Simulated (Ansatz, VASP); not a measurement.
## NiO: VASP beside Ansatz

```
Ni O
1.0
     0.00000    2.09972    2.09972
     2.09972    0.00000    2.09972
     2.09972    2.09972    0.00000
Ni O
1 1
Direct
  0.00000 0.00000 0.00000
  0.50000 0.50000 0.50000
```

Alike in both runs: task single point; functional PBE; k mesh 12 × 12 × 12; occupations fermi-dirac, width 0.1 eV; collinear spin.

```csv
,VASP,Ansatz
version,VASP 6.6.1,Ansatz 0.2.0
potentials or method,"VASP PAW PBE potentials, release 64 (Ni, O), cutoff 520 eV",all-electron (LAPW or listed datasets)
```

|  | VASP | Ansatz | Ansatz less VASP |
| --- | --- | --- | --- |
| net moment per atom (μB) | 0.84 | 0.88 | +0.041 |
| size of the moment on the site where the two differ most (μB) | 1.39 | 1.47 | +0.079 |

Site moments also hang on the region over which each program counts them. Ansatz ran all-electron here, so the differences hold the error of VASP's frozen core and of both bases.

Caveats: a cell with one magnetic atom can't hold antiferromagnetic order, which such compounds often take.
